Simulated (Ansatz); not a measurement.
We consider skutterudite CoSb3, described by LDA in Ansatz (PAW).

Settings: plane-wave cutoff 520 eV, 6×6×6 k mesh, Fermi–Dirac smearing 0.01 eV, no spin polarisation, scalar-relativistic PAW data made under PBE.

Cell (measured lattice):

```yaml
crystal:
  lattice:
    - [-4.51854, 4.51854, 4.51854]
    - [4.51854, -4.51854, 4.51854]
    - [4.51854, 4.51854, -4.51854]
  atoms:
    - { symbol: Co, position: [0.00000, 0.00000, 0.50000] }
    - { symbol: Co, position: [0.50000, 0.50000, 0.50000] }
    - { symbol: Co, position: [0.50000, 0.00000, 0.00000] }
    - { symbol: Co, position: [0.00000, 0.50000, 0.00000] }
    - { symbol: Sb, position: [0.84024, 0.66676, 0.50700] }
    - { symbol: Sb, position: [0.50700, 0.84024, 0.66676] }
    - { symbol: Sb, position: [0.17348, 0.84024, 0.33324] }
    - { symbol: Sb, position: [0.49300, 0.15976, 0.33324] }
    - { symbol: Sb, position: [0.82652, 0.15976, 0.66676] }
    - { symbol: Sb, position: [0.66676, 0.50700, 0.84024] }
    - { symbol: Sb, position: [0.66676, 0.82652, 0.15976] }
    - { symbol: Sb, position: [0.15976, 0.66676, 0.82652] }
    - { symbol: Sb, position: [0.33324, 0.49300, 0.15976] }
    - { symbol: Sb, position: [0.33324, 0.17348, 0.84024] }
    - { symbol: Sb, position: [0.15976, 0.33324, 0.49300] }
    - { symbol: Sb, position: [0.84024, 0.33324, 0.17348] }
```

**Question.** Predict the band gap.

**Answer.** 
- band gap: 0.15 eV

Measured, for comparison: band gap 0.63 eV (temperature not stated, not corrected to a static lattice; as tabulated in Kim et al. (2020), doi:10.1038/s41597-020-00723-8).

Note: cell and atoms aren't relaxed at this level (largest force component 0.03 eV/Å, pressure -3.8 GPa).

Spin–orbit coupling is not included; it can close the smallest gap of 0.15 eV.

Computing time: roughly 5 core-minutes.

Ansatz is a first-principles code.
